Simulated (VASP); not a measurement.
# Settings for Zn: self-consistent run

Zn, P6_3/mmc (no. 194), 2 atoms in the cell. PBE; PAW potentials Zn (PBE set). VASP 6.6.1.

Wanted: energy within 0.2 meV/atom; Fermi level within 0.005 eV.

What the run is for: comparing ways to start; Accuracy asked: tight.

POSCAR:
```
Zn
1.0
    2.6700000000      0.0000000000      0.0000000000
   -1.3350000000      2.3122878281      0.0000000000
    0.0000000000      0.0000000000      4.9660000000
Zn
2
Direct
    0.6666666667      0.3333333333      0.7500000000
    0.3333333333      0.6666666667      0.2500000000
```

## How the run starts (with a second run first, the time holds both)

| How the run starts (with a second run first, the time holds both) | Energy less reference (meV/atom) | Fermi level (eV) | Time (s) |
|---|---|---|---|
| from scratch: 11 SCF iterations | 0.00 | 3.0108 | 15 |
| density of a coarse mesh (ICHARG 1): 11 + 7 SCF iterations | 0.00 | 3.0109 | 15 |
| orbitals of a lower cutoff (ISTART 1): 11 + 5 SCF iterations | 0.00 | 3.0108 | 16 |
| orbitals of a loose run: 9 + 3 SCF iterations | 0.00 | 3.0108 | 13 |

Chosen: orbitals of a loose run: 9 + 3 SCF iterations; it saves 2.0 s of 15, so from scratch: 11 SCF iterations would do nearly as well.

## All choices together

| Input | Energy less reference (meV/atom) | Fermi level (eV) | Time (s) |
|---|---|---|---|
| chosen settings | 0.00 | 3.0108 | 13 |
| reference settings throughout | 0.00 | 3.0108 | 15 |

The tolerance is met.

## The input

INCAR.step1:
```
GGA = PE ; ISMEAR = 1
SIGMA = 0.1 ; LWAVE = True
LCHARG = True ; ISIF = 2
PREC = Normal ; LASPH = True
LREAL = False ; ALGO = Normal
EDIFF = 0.001 ; NELM = 120
GGA_COMPAT = False ; ENCUT = 400
```

INCAR.step2:
```
GGA = PE ; ISMEAR = 1
SIGMA = 0.1 ; LWAVE = False
LCHARG = False ; ISIF = 2
PREC = Accurate ; LASPH = True
LREAL = False ; ALGO = Normal
EDIFF = 1E-6 ; NELM = 120
GGA_COMPAT = False ; ENCUT = 400
ISTART = 1
```

KPOINTS:
```
k-points
0
Gamma
  14 14 7
```

Commands (each step's output is kept before the next begins):
```
cat potpaw_PBE.64/Zn/POTCAR > POTCAR
cp INCAR.step1 INCAR
mpirun -np 1 vasp_std > vasp.out
cp INCAR.step2 INCAR
mpirun -np 1 vasp_std > vasp.out
```

The chosen input took VASP 6.6.1 13 s on 1 core (Intel Xeon Platinum 8488C (Sapphire Rapids)), a shared host.

## An input that fails: restart asked without its files

VASP's message: ERROR: charge density could not be read from file CHGCAR for ICHARG>10.

Changes against the starting input:
```
- NELM = 120
+ NELM = 60
+ ICHARG = 11
```
